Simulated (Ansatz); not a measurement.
Fe in several cubic structure types, each at its own equilibrium volume.

All numbers below come from PBE, plane waves, PAW datasets (generated hard set) (Ansatz).

Settings: cutoff 700 eV; no spin polarisation; Fermi–Dirac smearing of 0.0612 eV; k-meshes 28³ (bcc), 27³ (fcc).

(1) Rank the structures by energy per atom, lowest first.
A. fcc
B. bcc

(2) Give the equilibrium volume and bulk modulus of each.

Results:

(1) A (0.0 meV/atom), B (308 meV/atom).

(2) 
| structure | V₀ (Å³/atom) | B₀ (GPa) |
| --- | --- | --- |
| bcc | 10.50 | 268 |
| fcc | 10.26 | 285 |

Only these cubic types are compared here; the real ground state can be another structure or magnetic.

Model structures, not the usual forms at ambient conditions (metastable or hypothetical): Fe (fcc type). The real material is magnetic: without spin this is a model state, and volume, stiffness and gap can lie far from those of the magnetic ground state. The k-mesh is modest, so these values aren't fully converged in k.
